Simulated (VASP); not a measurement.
# Zr (Im-3m) in VASP: a series of runs

One crystal, Zr, is run at these levels: AM05, r2SCAN, LAK, r2SCAN+rVV10; tasks: relaxation of cell and atoms.

All numbers are computed with VASP 6.6.1; they aren't measurements. Logs are shortened: lines on timing, memory, paths and dates and some standing lists are left out, and cuts for length are marked.

## (1) The structure

The structure is cubic, space group Im-3m (No. 229). The conventional cell has a = 3.620 Å, b = 3.620 Å, c = 3.620 Å, α = 90.00°, β = 90.00°, γ = 90.00°. Around Zr (site symmetry m-3m) lie 8 Zr at 3.14 Å.

This isn't the form of Zr at room conditions, which is hcp.

## (2) Relaxation of cell and atoms, AM05

File INCAR:

```
PREC = Accurate
ENCUT = 600
EDIFF = 1E-7
ISMEAR = -1
SIGMA = 0.05
LREAL = False
LASPH = True
NELM = 80
ALGO = Normal
ISIF = 3
LWAVE = False
LCHARG = False
GGA = AM
IBRION = 2
NSW = 40
EDIFFG = -0.02
```

File KPOINTS:

```
Automatic mesh
0
Gamma
  10 10 10
```

File POSCAR:

```
Zr
1.0
   -1.8100000000      1.8100000000      1.8100000000
    1.8100000000     -1.8100000000      1.8100000000
    1.8100000000      1.8100000000     -1.8100000000
Zr
1
Direct
    0.0000000000      0.0000000000      0.0000000000
```

Potentials or basis: VASP PAW PBE potentials, release 64 (Zr_sv).

Command:

```console
> cat potpaw_PBE.64/Zr_sv/POTCAR > POTCAR
> mpirun -np 1 vasp_std > vasp.out
```

OUTCAR:

```text
PREC = Accurate
   ENCUT = 600
   EDIFF = 1E-7
   ISMEAR = -1
   LREAL = False
   LASPH = True
   NELM = 80
   ISIF = 3
   GGA = AM
   IBRION = 2
   NSW = 40
   EDIFFG = -0.02

 ion  position               nearest neighbor table
   1  0.000  0.000  0.000-

  LATTYP: Found a body centered cubic cell.
 ALAT       =     3.6200000000

  Lattice vectors:

 A1 = (  -1.8100000000,   1.8100000000,   1.8100000000)
 A2 = (   1.8100000000,  -1.8100000000,   1.8100000000)
 A3 = (   1.8100000000,   1.8100000000,  -1.8100000000)

Analysis of symmetry for initial positions (statically):
=====================================================================
 Subroutine PRICEL returns:
 Original cell was already a primitive cell.

 Routine SETGRP: Setting up the symmetry group for a
 body centered cubic supercell.

 Subroutine GETGRP returns: Found 48 space group operations
 (whereof 48 operations were pure point group operations)
 out of a pool of 48 trial point group operations.

The static configuration has the point symmetry O_h .

Analysis of symmetry for dynamics (positions and initial velocities):
=====================================================================
 Subroutine PRICEL returns:
 Original cell was already a primitive cell.

 Routine SETGRP: Setting up the symmetry group for a
 body centered cubic supercell.

 Subroutine GETGRP returns: Found 48 space group operations
 (whereof 48 operations were pure point group operations)
 out of a pool of 48 trial point group operations.

The dynamic configuration has the point symmetry O_h .

 Subroutine INISYM returns: Found 48 space group operations
 (whereof 48 operations are pure point group operations),
 and found     1 'primitive' translations

----------------------------------------------------------------------------------------

                                     Primitive cell

  volume of cell :      23.7190

  direct lattice vectors                    reciprocal lattice vectors
    -1.810000000  1.810000000  1.810000000     0.000000000  0.276243094  0.276243094
     1.810000000 -1.810000000  1.810000000     0.276243094  0.000000000  0.276243094
     1.810000000  1.810000000 -1.810000000     0.276243094  0.276243094  0.000000000

  length of vectors
     3.135011962  3.135011962  3.135011962     0.390666730  0.390666730  0.390666730

  position of ions in fractional coordinates (direct lattice)
     0.000000000  0.000000000  0.000000000

  ion indices of the primitive-cell ions
   primitive index   ion index
                 1           1

----------------------------------------------------------------------------------------

 KPOINTS: Automatic mesh

Automatic generation of k-mesh.
 Grid dimensions read from file:
 generate k-points for:   10   10   10

 Generating k-lattice:

  Cartesian coordinates                     Fractional coordinates (reciprocal lattice)
     0.000000000  0.027624309  0.027624309     0.100000000  0.000000000  0.000000000
     0.027624309  0.000000000  0.027624309     0.000000000  0.100000000  0.000000000
     0.027624309  0.027624309  0.000000000     0.000000000  0.000000000  0.100000000

  Length of vectors
     0.039066673  0.039066673  0.039066673

  Shift w.r.t. Gamma in fractional coordinates (k-lattice)
     0.000000000  0.000000000  0.000000000

 Subroutine IBZKPT returns following result:
 ===========================================

 Found     47 irreducible k-points:

 Following reciprocal coordinates:
            Coordinates               Weight
  0.000000  0.000000  0.000000      1.000000
  0.100000  0.000000  0.000000     12.000000
  0.200000  0.000000  0.000000     12.000000
  0.300000  0.000000  0.000000     12.000000
  0.400000  0.000000  0.000000     12.000000
  0.500000  0.000000  0.000000      6.000000
[... 16 lines left out ...]
  0.300000  0.300000  0.100000      8.000000
 -0.300000  0.300000  0.100000     24.000000
 [... further k-points ...]
   k-points           NKPTS =     47   k-points in BZ     NKDIM =     47   number of bands    NBANDS=     10
   number of dos      NEDOS =    301   number of ions     NIONS =      1
   total plane-waves  NPLWV =  21952
   dimension x,y,z NGX =    28 NGY =   28 NGZ =   28
   dimension x,y,z NGXF=    56 NGYF=   56 NGZF=   56
   ions per type =               1
   NGX,Y,Z   is equivalent  to a cutoff of  14.85, 14.85, 14.85 a.u.
   NGXF,Y,Z  is equivalent  to a cutoff of  29.70, 29.70, 29.70 a.u.
 SYSTEM =  unknown system
   PREC   = accura    normal or accurate (medium, high low for compatibility)
   ISTART =      0    job   : 0-new  1-cont  2-samecut
   ICHARG =      2    charge: 1-file 2-atom 10-const
   ISPIN  =      1    spin polarized calculation?
   LNONCOLLINEAR =      F non collinear calculations
   LSORBIT =      F    spin-orbit coupling
   LASPH  =      T    aspherical Exc in radial PAW
   ENCUT  =  600.0 eV  44.10 Ry    6.64 a.u.   6.26  6.26  6.26*2*pi/ulx,y,z
   NELM   =     80;   NELMIN=  2; NELMDL= -5     # of ELM steps
   EDIFF  = 0.1E-06   stopping-criterion for ELM
   LREAL  =      F    real-space projection
   EDIFFG = -.2E-01   stopping-criterion for IOM
   NSW    =     40    number of steps for IOM
   IBRION =      2    ionic relax: 0-MD 1-quasi-New 2-CG
   NFREE  =      1    steps in history (QN), initial steepest desc. (CG)
   ISIF   =      3    stress and relaxation
   ISYM   =      2    0-nonsym 1-usesym 2-fastsym
   POTIM  = 0.5000    time-step for ionic-motion
   TEBEG  =    0.0;   TEEND  =   0.0 temperature during run
   PSTRESS=    0.0 pullay stress
   NELECT =      12.0000    total number of electrons
   NUPDOWN=      -1.0000    fix difference up-down
   EMIN   =  10.00;   EMAX   =-10.00  energy-range for DOS
   EFERMI =   0.00;   METHOD = LEGACY
   ISMEAR =    -1;   SIGMA  =   0.05  broadening in eV -4-tet -1-fermi 0-gaus
   EFERMI_NEDOS =   21; number of points for ismear=-14 and -15
   IALGO  =     38    algorithm
   IMIX   =      4    mixing-type and parameters
     AMIX     =   0.40;   BMIX     =  1.00
     AMIX_MAG =   1.60;   BMIX_MAG =  1.00
  volume/ion in A,a.u.               =      23.72       160.06
  Fermi-wavevector in a.u.,A,eV,Ry     =   1.304478  2.465105 23.152520  1.701662
  Thomas-Fermi vector in A             =   2.435411
   LORBIT       =      0    0 simple, 1 ext, 2 COOP (PROOUT), +10 PAW based schemes
   GGA     = AM    functional components
   LHFCALC =     F    Hartree Fock is set to
   AEXX    =    0.0000 exact exchange contribution
   IVDW    =     0    specifies the selected vdW correction
   LEPSILON=     F    determine dielectric tensor
   LRPA    =     F    only Hartree local field effects (RPA)
 conjugate gradient relaxation of ions
 non-spin polarized calculation
  energy-cutoff  :      600.00
  volume of cell :       23.72
 maximum number of plane-waves:       802
 NGX is ok and might be reduce to    28
   NGX = 13   NGY = 13   NGZ = 13

--------------------------------------- Ionic step        1  -------------------------------------------

 number of electron      12.0000000 magnetization

 Free energy of the ion-electron system (eV)
  ---------------------------------------------------
  ext. energy  EPLUGINS =         0.00000000
  ---------------------------------------------------
  free energy    TOTEN  =        -8.74389810 eV

  energy without entropy =       -8.72760169  energy(sigma->0) =       -8.73574989

------------------------ aborting loop because EDIFF is reached ----------------------------------------

  FORCE on cell =-STRESS in cart. coord.  units (eV):
  Direction    XX          YY          ZZ          XY          YZ          ZX
  --------------------------------------------------------------------------------------
  -------------------------------------------------------------------------------------
  Total       -0.9879396     -0.9879396     -0.9879396      0.0000000      0.0000000     -0.0000000
  in kB      -66.7337067    -66.7337067    -66.7337067      0.0000000      0.0000000     -0.0000000
  external PRESSURE =     -66.7337067 kB  Pullay stress =       0.0000000 kB

 VOLUME and BASIS-vectors are now :
 -----------------------------------------------------------------------------
  energy-cutoff  :      600.00
  volume of cell :       23.72
      direct lattice vectors                 reciprocal lattice vectors
    -1.810000000  1.810000000  1.810000000     0.000000000  0.276243094  0.276243094
     1.810000000 -1.810000000  1.810000000     0.276243094  0.000000000  0.276243094
     1.810000000  1.810000000 -1.810000000     0.276243094  0.276243094  0.000000000

 POSITION                                       TOTAL-FORCE (eV/Angst)
 -----------------------------------------------------------------------------------
      0.00000      0.00000      0.00000         0.000000     -0.000000      0.000000
 -----------------------------------------------------------------------------------
    total drift:                               -0.000000     -0.000000     -0.000000

  FREE ENERGIE OF THE ION-ELECTRON SYSTEM (eV)
  ---------------------------------------------------
  free  energy   TOTEN  =        -8.7438981016 eV

  energy  without entropy=       -8.7276016875  energy(sigma->0) =       -8.73574989

--------------------------------------- Ionic step        2  -------------------------------------------

 number of electron      12.0000000 magnetization

 E-fermi :  10.0625     XC(G=0): -11.7756

 val. band max:       10.0599463295   @ k =   0.3000   0.3000   0.0000
 cond. band min:      10.1298112090   @ k =  -0.3000   0.3000   0.1000
 fundamental gap:      0.0698648795
 Fermi energy:        10.0625099084

 k-point     1 :       0.0000    0.0000    0.0000
  band No.  band energies     occupation
      1     -38.0806      2.00000
      2     -15.4044      2.00000
      3     -15.4044      2.00000
      4     -15.4044      2.00000
      5       4.5032      2.00000
      6      11.2571      0.00000
      7      11.2571      0.00000
      8      11.2571      0.00000
      9      14.0960      0.00000
     10      14.0960      0.00000

 k-point     2 :       0.1000    0.0000    0.0000
  band No.  band energies     occupation
      1     -38.0567      2.00000
      2     -15.5550      2.00000
      3     -15.4490      2.00000
      4     -15.4060      2.00000
      5       4.8922      2.00000
      6      10.9919      0.00000
      7      11.1505      0.00000
      8      11.6434      0.00000
      9      13.7152      0.00000
     10      14.0895      0.00000
[... 308 lines left out ...]
 POSITION                                       TOTAL-FORCE (eV/Angst)
 -----------------------------------------------------------------------------------
      0.00000     -0.00000      0.00000        -0.000000      0.000000     -0.000000
 -----------------------------------------------------------------------------------
    total drift:                               -0.000000     -0.000000     -0.000000

  FREE ENERGIE OF THE ION-ELECTRON SYSTEM (eV)
  ---------------------------------------------------
  free  energy   TOTEN  =        -8.7624329210 eV

  energy  without entropy=       -8.7501200268  energy(sigma->0) =       -8.75627647

--------------------------------------- Ionic step        3  -------------------------------------------

 number of electron      12.0000000 magnetization

 Free energy of the ion-electron system (eV)
  ---------------------------------------------------
  ext. energy  EPLUGINS =         0.00000000
  ---------------------------------------------------
  free energy    TOTEN  =        -8.78707017 eV

  energy without entropy =       -8.77384492  energy(sigma->0) =       -8.78045754

 E-fermi :   9.3628     XC(G=0): -11.4784

 val. band max:        9.3241768660   @ k =   0.2000   0.2000   0.0000
 cond. band min:       9.3628584750   @ k =  -0.2000   0.3000   0.1000
 fundamental gap:      0.0386816090
 Fermi energy:         9.3628225166

 k-point     1 :       0.0000    0.0000    0.0000
  band No.  band energies     occupation
      1     -38.9111      2.00000
      2     -16.3583      2.00000
      3     -16.3583      2.00000
      4     -16.3583      2.00000
      5       3.8423      2.00000
      6      10.5042      0.00000
      7      10.5042      0.00000
      8      10.5042      0.00000
      9      13.1637      0.00000
     10      13.1637      0.00000

 k-point     2 :       0.1000    0.0000    0.0000
  band No.  band energies     occupation
      1     -38.8924      2.00000
      2     -16.4815      2.00000
      3     -16.3953      2.00000
      4     -16.3594      2.00000
      5       4.2041      2.00000
      6      10.2614      0.00000
      7      10.4063      0.00000
      8      10.8612      0.00000
      9      12.8213      0.00000
     10      13.1608      0.00000
[... 308 lines left out ...]
 POSITION                                       TOTAL-FORCE (eV/Angst)
 -----------------------------------------------------------------------------------
      0.00000     -0.00000      0.00000         0.000000     -0.000000     -0.000000
 -----------------------------------------------------------------------------------
    total drift:                               -0.000000     -0.000000     -0.000000

  FREE ENERGIE OF THE ION-ELECTRON SYSTEM (eV)
  ---------------------------------------------------
  free  energy   TOTEN  =        -8.7870701676 eV

  energy  without entropy=       -8.7738449222  energy(sigma->0) =       -8.78045754

 reached required accuracy - stopping structural energy minimisation
```

It took 22 s on 1 thread of Intel Xeon 6975P-C (Granite Rapids), shared host; peak memory 0.17 GiB.

What came out:

```yaml
Free_energy: -8.7871 eV
Relaxed_volume: 21.80 Å³/atom
Relaxed_cell: a = 3.048 Å, b = 3.048 Å, c = 3.048 Å, α = 109.47°, β = 109.47°, γ = 109.47°
Space_group_after_relaxing_to_0.05_Å: Im-3m (No. 229)
Energy_gained_by_relaxing: 43.2 meV/atom
Ionic_steps: 3
Pressure_after_relaxing: 0.0 GPa
Band_gap_on_the_k_mesh: none (metal or under the smearing width)
```

The path:
```
step  energy change (eV)  largest force (eV/Å)  pressure (GPa)  volume (Å³)
   1              0.0000                0.0000           -6.67        23.72
   2             -0.0185                0.0000            6.31        20.49
   3             -0.0432                0.0000           -0.04        21.80
```

Final structure:
```yaml
crystal:
  lattice:
    - [-1.75977, 1.75977, 1.75977]
    - [1.75977, -1.75977, 1.75977]
    - [1.75977, 1.75977, -1.75977]
  atoms:
    - { symbol: Zr, position: [0.00000, 0.00000, 0.00000] }
```

Caveat: the PAW data sets were made with another functional, which shifts forces and pressure a little.

(Part 1 of 2 ends here.)
